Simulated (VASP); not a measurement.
A run of VASP 6.6.1 is set up as follows.

INCAR

```
SYSTEM = InAs
PREC = Accurate ; ENCUT = 600
EDIFF = 1E-7 ; ISMEAR = 0
SIGMA = 0.03 ; LREAL = .False.
LASPH = .True. ; NELM = 80
ALGO = Normal ; ISIF = 3
LWAVE = .False. ; LCHARG = .False.
GGA = PE ; IBRION = 2
NSW = 90 ; EDIFFG = -0.005
```

Contents of KPOINTS:

```
Automatic mesh
0
Gamma
  10 10 10
  0 0 0
```

The input POSCAR:

```
InAs                                    
1.0
    0.0000000000      3.0941320033      3.0941320033
    3.0941320033      0.0000000000      3.0941320033
    3.0941320033      3.0941320033     -0.0000000000
  In              As            
     1     1
Direct
     0.0000000000000000    0.0000000000000000    0.0000000000000000
     0.2500000000000000    0.2500000000000000    0.2500000000000000
```

Potentials or basis: VASP PAW PBE potentials, release 64 (In_d, As).

Run with:

```console
$ cat potpaw_PBE.64/In_d/POTCAR potpaw_PBE.64/As/POTCAR > POTCAR
$ mpirun -np 1 vasp_std > vasp.out
```

(1) Estimate the band gap on the k mesh.

Results:

(1) none (metal or under the smearing width).

Caveat: the relaxation stopped at its first step, so nothing moved; this crystal is a semiconductor, whose small gap the functional closes, so the metal is an error of the method.
